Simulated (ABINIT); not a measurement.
Runs of ABINIT 10.8.3 (patched build) on Sb. It takes space group R-3m (No. 166, trigonal). The conventional cell has a = 4.308 Å, b = 4.308 Å, c = 11.274 Å, α = 90.00°, β = 90.00°, γ = 120.00°. Around Sb (site symmetry 3m) lie 3 Sb at 2.91 Å. 

```tsv
task	level	potentials or basis	cell	cutoff (eV)	fine-grid cutoff	cell freedom (optcell)	cutoff smearing ecutsm (Ha)	optimiser (ionmov)	force stop (Ha/bohr)	gap on the mesh (eV)	pressure (GPa)	largest force (eV/Å)
single point	PBE	JTH PAW PBE v2.0 sp	as given	408	816.342 eV	-	-	-	-	none	2.8	0.20
single point	PBE	Ansatz NC PBE	as given	1088	-	-	-	-	-	none	2.7	(b)
band structure	WC	JTH PAW PBE v2.0	as given	517	1034.03 eV	-	-	-	-	none	0.0	(a)
relaxation of cell and atoms	PBE	JTH PAW PBE v2.0	relaxed	435	870.764 eV	2	0.5	22	0.0001	none	0.0	-
single point	PBE	SG15 NC PBE v1.2	as given	816	-	-	-	-	-	none	2.7	0.18
```

Alike in all rows: no spin polarisation; k mesh 8 × 8 × 8; smearing fermi-dirac 0.05 eV.

**Question.** Estimate the missing entries.

**Answer.** (a) 0.12; (b) 0.16.

Caveats: this set keeps more shells in the core, which shifts pressures and gaps (some runs); the PAW data sets were made with another functional, which shifts forces and pressure a little (some runs); spin-orbit coupling is left out, which moves the levels of the heavy elements (some runs).

A k mesh can miss the band edges, and the runs leave out spin-orbit coupling on Sb.

A gap of «none» marks a metal or a gap under the smearing width.

The runs don't all hold the same shells in valence.
